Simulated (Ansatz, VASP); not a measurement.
# One calculation of C, two programs

The input INCAR:

```
ALGO     = Normal         # electronic algorithm
EDIFF    = 1E-7           # SCF threshold, eV
ENCUT    = 520            # plane-wave cutoff, eV
ISIF     = 2              # what is computed and relaxed
ISMEAR   = 0              # smearing method
LASPH    = True           # aspherical terms in the spheres
LCHARG   = True           # write CHGCAR
LELF     = True           # ELF
LREAL    = False          # projectors in reciprocal space
LVHAR    = True         
LWAVE    = False          # write WAVECAR
NBANDS   = 11             # bands
NELM     = 80             # most SCF steps
PREC     = Accurate       # precision mode
SIGMA    = 0.05           # smearing width, eV
```

Contents of KPOINTS:

```
k-points
0
Gamma
  12 12 12
```

Contents of POSCAR:

```
C
1.0
    1.2894276638      0.7444514088      3.5143613814
   -1.2894276638      0.7444514088      3.5143613814
    0.0000000000     -1.4889028176      3.5143613814
C
2
Direct
    0.1640000000      0.1640000000      0.1640000000
    0.8360000000      0.8360000000      0.8360000000
```

Input for Ansatz:

```yaml
crystal:
  lattice:
    - [1.2894276638, 0.7444514088, 3.5143613814]
    - [-1.2894276638, 0.7444514088, 3.5143613814]
    - [0.0, -1.4889028176, 3.5143613814]
  atoms:
    - { symbol: C, position: [0.164, 0.164, 0.164] }
    - { symbol: C, position: [0.836, 0.836, 0.836] }
basis:
  ecutwfc: 420
kpoints:
  mp_grid: { grid: [12, 12, 12] }
hamiltonian:
  xc: lda
scf:
  occupations: { method: gaussian, width: 0.05 }
output:
  forces: true
  stress: true
  eigenvalues: true
```

Change from the starting cell: strain +0.050 along x and y, +0.050 along z, atoms carried along.

Alike in both runs: task single point; functional LDA; k mesh 12 × 12 × 12; occupations gaussian, width 0.05 eV; no spin polarisation.

|  | VASP | Ansatz |
| --- | --- | --- |
| version | VASP 6.6.1 | Ansatz 0.2.0 |
| potentials or method | VASP PAW LDA potentials, release 64 (C) | scalar-relativistic, plane waves, PAW |
| plane-wave cutoff (eV) | 520 | 420 |
| valence electrons in the cell | 8 | 8 |

Ansatz gave:

```
gap on the k mesh at the Fermi level (eV)       : 0.62
least direct gap on the mesh (eV)               : 0.62
pressure (GPa)                                  : -35.2
largest component of the traceless stress (GPa) : 33.61
rms of the force components (eV/Å)              : 0.541
```

**Question.** What did VASP give for the same quantities?

**Answer.** gap on the k mesh at the Fermi level (eV): 0.62; least direct gap on the mesh (eV): 0.62; pressure (GPa): -34.6; largest component of the traceless stress (GPa): 32.91; rms of the force components (eV/Å): 0.538.

Atom by atom the forces differ by 0.003 eV/Å (rms over components).

Caveats: the cell as given lies far from equilibrium; so large a pressure means that the cell lies far from this level's equilibrium, or that cutoff or potentials fall short (VASP).
